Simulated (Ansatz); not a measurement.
A 2-atom cell of InAs started from a crystallographic database, relaxed with r2SCAN in Ansatz: it is cubic, F-43m (No. 216); conventional cell a = 6.109 Å, 28.50 Å³ an atom. In is surrounded by 4 As at 2.65 Å; As is surrounded by 4 In at 2.65 Å. The cell was then strained (x, y and z are the cube axes), with the atoms relaxed again; stress is positive in compression. (Simulation; spin polarisation is off.)

- Epitaxial strain of -1.14 % in the (001) plane: the free normal strain is +1.20 % and the in-plane stress changes by +0.94 GPa.
- In that film r2SCAN's threefold valence top at Γ splits as 2+1 from the top, by 0.120 eV.

Question: What do the film's normal strain and stress say about the elastic constants?

Answer: ε⊥/ε∥ = (+0.0120)/(-0.0114) = -1.05, which linear elasticity sets to −2C₁₂/C₁₁. The biaxial modulus is M = −Δσ/ε∥ = 82 GPa.

Question: How much elastic energy does the film store, with 28.50 Å³ an atom?

Answer: u = M ε∥² = −Δσ ε∥ = -0.94 × (-0.0114) = 0.0107 GPa, and 1 GPa Å³ is 6.2415 meV: 1.91 meV an atom. The total energies of the two runs differ by 1.84 meV an atom.

Question: Extract the shear deformation potential b.

Answer: Without spin-orbit coupling the splitting is 3|b| |ε_zz − ε_xx| = 3|b| × 0.0234, so |b| = 0.120/0.0702 = 1.71 eV.
